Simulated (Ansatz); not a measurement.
The system is HfC.

```
Hf C
1.0
     3.34287    0.00000    0.00000
    -1.67143    2.89501    0.00000
     0.00000    0.00000    5.20271
Hf C
2 2
Direct
  0.33333 0.66667 0.25000
  0.66667 0.33333 0.75000
  0.00000 0.00000 0.50000
  0.00000 0.00000 0.00000
```

The cell comes from a database or a generator and needn't be the stable form of this composition.

Base run:

| Property | Result |
| --- | --- |
| Program | Ansatz 0.2.0 |
| Functional | PBEsol |
| Potentials or basis | all-electron PAW datasets made for the crystal |
| Cutoff | 400 eV |
| Density cutoff | 1600 eV |
| k mesh | 9 × 9 × 5 |
| Occupations | fermi-dirac, width 0.05 eV |
| Spin | no spin polarisation |

Its results: pressure -7.3 GPa.

The run is repeated on the same cell with these changes: potentials or basis from all-electron PAW datasets made for the crystal to all-electron LAPW, non-relativistic; cutoff from 400 eV to 275 eV; density cutoff from 1600 eV to 1100 eV. What comes out?

Pressure 4.4 GPa.

Caveats: relativity is left out, which matters for the heavier elements (some runs).

Not every run made on this cell is shown here.
